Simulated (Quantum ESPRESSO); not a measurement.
**AlN in Quantum ESPRESSO: the effect of functional**

Crystal: AlN.

```
Al N
1.0
     0.00000    2.18399    2.18399
     2.18399    0.00000    2.18399
     2.18399    2.18399    0.00000
Al N
1 1
Cartesian
  0.0000 0.0000 0.0000
  1.0920 1.0920 1.0920
```

Measurements of this composition are mostly on another form, of space group No. 186.

Alike in all runs:

```yaml
Program: Quantum ESPRESSO 7.5
Task: dielectric tensor
Cutoff: 612 eV
Density_cutoff: 4898 eV
k_mesh: 8 × 8 × 8, shifted
Occupations: fermi-dirac, width 0.05 eV
Spin: no spin polarisation
```

One run gave: pressure 9.4 GPa; dielectric constant 4.39 mean. Which functional did it use?
A. BLYP
B. PBE
C. AM05
D. WC
E. PBEsol

A.

```csv
functional,potentials or basis,pressure (GPa),dielectric constant (mean)
LDA,GBRV 1.5 LDA,-2.8,4.58
PBE,GBRV 1.5 PBE,5.4,4.58
PBEsol,GBRV 1.5 PBEsol,1.7,4.64
WC,GBRV 1.5 PBE,2.3,4.64
BLYP,GBRV 1.5 PBE,9.4,4.39
AM05,GBRV 1.5 PBE,2.5,4.67
```

Caveats: the potentials were made for another functional, which shifts forces and pressure (some runs); the cell is more than 3 GPa from zero pressure, which shifts response properties (some runs).
